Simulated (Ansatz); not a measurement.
**TiCo: a strain scan**

The task, for TiCo: see how energy and stress answer to the strain pattern (0, 0, 1, 0, 0, 0).

Program: Ansatz 0.2.0. Level of theory: DFT PBE, scalar-relativistic, plane waves, PAW. These are calculated values, not measurements.

**1. The system as given**

It takes space group Pm-3m (No. 221, cubic). Conventional cell: a = 2.986 Å, b = 2.986 Å, c = 2.986 Å, α = 90.00°, β = 90.00°, γ = 90.00°. Ti (site symmetry m-3m) is surrounded by 8 Co at 2.59 Å. Co (site symmetry m-3m) is surrounded by 8 Ti at 2.59 Å.

As a file:

```xyz
2
Lattice="2.9861 0.0000 0.0000 0.0000 2.9861 0.0000 0.0000 0.0000 2.9861" Properties=species:S:1:pos:R:3 pbc="T T T"
Ti    0.0000    0.0000    0.0000
Co    1.4931    1.4931    1.4931
```

It goes back to an entry of the Materials Project, which need not be the stable form.

The cell is taken as given, not relaxed at this level.

**2. The reference cell**

Reference values: F = -7626.6334 eV; pressure -0.11 GPa; largest force 0.000 eV/Å; gap on the mesh none (metal). It was computed beforehand with the settings of the runs below.

**3. The scan: a strain scan**

The cell is strained by ε times the Voigt pattern (0, 0, 1, 0, 0, 0) (xx, yy, zz, yz, xz, xy; engineering shear), with fractional coordinates fixed (clamped ions). The stress on the pattern is the sum of the stress components weighted by it, tension positive.

**4. At ε = -0.0400**

Input file input.yaml:

```yaml
crystal:
  lattice:
    - [2.98611099, 0.0, 0.0]
    - [0.0, 2.98611099, 0.0]
    - [0.0, 0.0, 2.8666665504]
  atoms:
    - { symbol: Ti, position: [0.0, 0.0, 0.0] }
    - { symbol: Co, position: [0.5, 0.5, 0.5], spin: 0.6 }
basis:
  ecutwfc: 420
kpoints:
  mp_grid: { grid: [16, 16, 16] }
hamiltonian:
  xc: pbe
scf:
  occupations: { method: gaussian, width: 0.15 }
output:
  forces: true
  stress: true
  eigenvalues: true
  populations: true
magnetization:
  spin_polarized: true
```

The run is started by

```
> ansatz run input.yaml --threads 1 --pin off --max-ram 2560MiB --backend cpu --events-out ev --progress --plain --runs-dir out
```

**5. At ε = 0.0300**

input.yaml: that of step 4 with these lines changed.

```diff
@@ -4,3 +4,3 @@
     - [0.0, 2.98611099, 0.0]
-    - [0.0, 0.0, 2.8666665504]
+    - [0.0, 0.0, 3.0756943197]
   atoms:
```

**6. Point ε = -0.0200**

input.yaml: that of step 5 with these lines changed.

```diff
@@ -4,3 +4,3 @@
     - [0.0, 2.98611099, 0.0]
-    - [0.0, 0.0, 3.0756943197]
+    - [0.0, 0.0, 2.9263887702]
   atoms:
```

**7. At ε = 0.0100**

input.yaml: that of step 6 with these lines changed.

```diff
@@ -4,3 +4,3 @@
     - [0.0, 2.98611099, 0.0]
-    - [0.0, 0.0, 2.9263887702]
+    - [0.0, 0.0, 3.0159720999]
   atoms:
```

**8. At ε = 0.0400**

input.yaml: that of step 7 with these lines changed.

```diff
@@ -4,3 +4,3 @@
     - [0.0, 2.98611099, 0.0]
-    - [0.0, 0.0, 3.0159720999]
+    - [0.0, 0.0, 3.1055554296]
   atoms:
```

**9. Point ε = -0.0300**

input.yaml: that of step 8 with these lines changed.

```diff
@@ -4,3 +4,3 @@
     - [0.0, 2.98611099, 0.0]
-    - [0.0, 0.0, 3.1055554296]
+    - [0.0, 0.0, 2.8965276603]
   atoms:
```

**10. ε = 0.0200**

input.yaml: that of step 9 with these lines changed.

```diff
@@ -4,3 +4,3 @@
     - [0.0, 2.98611099, 0.0]
-    - [0.0, 0.0, 2.8965276603]
+    - [0.0, 0.0, 3.0458332098]
   atoms:
```

**11. At ε = -0.0100**

input.yaml: that of step 10 with these lines changed.

```diff
@@ -4,3 +4,3 @@
     - [0.0, 2.98611099, 0.0]
-    - [0.0, 0.0, 3.0458332098]
+    - [0.0, 0.0, 2.9562498801]
   atoms:
```

**12. ε = 0.0350**

input.yaml: that of step 11 with these lines changed.

```diff
@@ -4,3 +4,3 @@
     - [0.0, 2.98611099, 0.0]
-    - [0.0, 0.0, 2.9562498801]
+    - [0.0, 0.0, 3.0906248746]
   atoms:
```

(Steps that only read results are left out.)

Before running it: what results should come out? Wanted: slope of the stress at ε = 0, over ±0.0100.

**Answer**, as computed:

| quantity | value |
| --- | --- |
| slope of the stress at ε = 0, over ±0.0100 | 260 GPa |

**Reading.** From the stress slope, C33 is about 260 GPa with the ions clamped; letting the atoms relax could not make it stiffer. No sampled point lies below the undisturbed cell.
